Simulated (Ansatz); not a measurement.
# Structure relaxation of Au

These are results of DFT PBE, scalar-relativistic, plane waves, PAW (Ansatz), not measurements. Cutoff 420 eV, Γ-centred k mesh, Gaussian smearing, no spin polarisation in the final step.

The start is a random cell of Au without symmetry, drawn with lower limits on the distances.

```
Au
1.0
     5.68381    0.00000    0.00000
     0.27862    3.35507    0.00000
     2.95793    0.35913    5.33675
Au
5
Direct
  0.31547 0.12015 0.69637
  0.35021 0.69760 0.48852
  0.19600 0.04377 0.07229
  0.04561 0.71742 0.89342
  0.72333 0.16817 0.77613
```

Cell and atoms relax at zero pressure; the relaxation can't lower the symmetry of the start. After a coarse first stage the cell is made exact in the group found at 0.06 Å.

Q: What does it relax into?

A: It ends in Fm-3m (No. 225). The result has the fcc structure. Conventional cell: a = 4.158 Å. Au is coordinated by 12 Au at 2.94 Å.

```xyz
1
Lattice="0.0000 2.0788 2.0788 2.0788 0.0000 2.0788 2.0788 2.0788 0.0000" Properties=species:S:1:pos:R:3 pbc="T T T"
Au    2.0788    2.0788    2.0788
```

Q: What are its volume, density and gap?

A: The volume per atom is 17.97 Å³ and the density is 18.20 g/cm³. The gap on the 26×26×26 mesh is 0 eV (a metal).

The final run used a 26×26×26 mesh on its 1-atom cell and 0.10 eV smearing. Spin–orbit coupling is left out. A structure relaxed within its symmetry needn't be a true minimum.